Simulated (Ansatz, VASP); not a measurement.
**Two plane-wave programs on CsBr2**

```xyz
3
Lattice="0.0000 4.2548 4.2548 4.2548 0.0000 4.2548 4.2548 4.2548 0.0000" Properties=species:S:1:pos:R:3 pbc="T T T"
Cs    0.0000    0.0000    0.0000
Br    2.1274    2.1274    2.1274
Br    6.3822    6.3822    6.3822
```

Alike in both runs: functional PBE; k mesh 10 × 10 × 10; occupations gaussian, width 0.1 eV; no spin polarisation.

Ansatz relaxed the structure, and its values are those at the end. VASP's run is a single point on that final structure, the one shown.

|  | VASP | Ansatz |
| --- | --- | --- |
| version | VASP 6.6.1 | Ansatz 0.2.0 |
| potentials or method | VASP PAW PBE potentials, release 64 (Cs_sv, Br) | scalar-relativistic, plane waves, PAW |
| plane-wave cutoff (eV) | 520 | 420 |
| valence electrons in the cell | 23 | 23 |

```csv
,VASP,Ansatz,Ansatz less VASP
gap on the k mesh at the Fermi level (eV),none,none,-
pressure (GPa),0.0,0.0,-0.02
```

A gap of «none» marks a metal or a gap that the smearing closes.

Caveats: an odd number of electrons without spin polarisation forces a metal; a magnetic or distorted state may lie lower. Spin-orbit coupling is left out, which matters for the levels of Cs.
